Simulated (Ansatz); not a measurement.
# G0W0 run on WS$_{2}$ (R3m)

These are results of G0W0@PBE, full frequency by contour deformation, hard PAW set made for 700 eV in Ansatz 0.2.0-dev, not measurements.

The input was:

```json
{
 "crystal": {"lattice": [[1.501829, 0.867082, 5.820381], [-1.501829, 0.867082, 5.820381], [0.0, -1.734163, 5.820381]], "atoms": [{"symbol": "W", "position": [0.0044212452, 0.0044212452, 0.0044212452]}, {"symbol": "S", "position": [0.2477, 0.2477, 0.2477]}, {"symbol": "S", "position": [0.419, 0.419, 0.419]}]},
 "basis": {"precision": "f64", "xc_grid": 2, "ecutwfc": 700, "ecutrho_ratio": 4},
 "kpoints": {"mp_grid": {"grid": [3, 3, 3], "shift": [0, 0, 0]}},
 "hamiltonian": {"xc": "pbe", "dispersion": "none", "pseudopotentials": {"kind": "paw", "azcp": {"S": "pseudopotentials/S.paw.azcp", "W": "pseudopotentials/W.paw.azcp"}}},
 "magnetization": {"spin_polarized": false},
 "scf": {"lower_state_search": "off", "max_iter": 200, "occupations": {"method": "fixed"}, "convergence": {"dr2_threshold": "1e-10 eV"}},
 "output": {},
 "gw": {"n_empty_bands": 293, "ecut_chi": 200, "ecutfock_ratio": 2, "qp_bands": ["v1", "c1"], "screening": {"model": "contour_deformation"}}
}
```

Levels count from the highest filled Kohn-Sham level listed; ε_QP = ε_KS + Z(Σ − Vxc). VB is the top filled band, CB the lowest empty one. Points in brackets are given in fractions of the reciprocal vectors. A dash marks a part that wasn't solved.

```csv
k,band,ε_KS (eV),Σx − Vxc (eV),Σc (eV),Z,ε_QP (eV)
Γ,VB,-1.15,-2.05,1.33,0.77,-1.70
Γ,CB,2.37,4.82,–,–,–
"(0.333, 0.333, 0.333)",VB,0.00,-1.02,0.47,0.77,-0.43
"(0, 0.333, -0.333)",CB,1.40,4.93,-4.70,0.77,1.57
```

The gap (from k = (0.333, 0.333, 0.333) to k = (0, 0.333, -0.333)) opens from 1.40 eV to 2.00 eV.

The cell is a model at fixed atoms and needn't be the relaxed known crystal. Spin-orbit coupling is left out. The mesh is coarse, so these are values at the stated settings, not converged ones. Band sums or response are cut, so the gap isn't at its basis limit. The gap is read on the mesh, and the crystal's band edges can lie off it. So coarse a mesh can screen too much or too little, which moves the G0W0 correction either way.
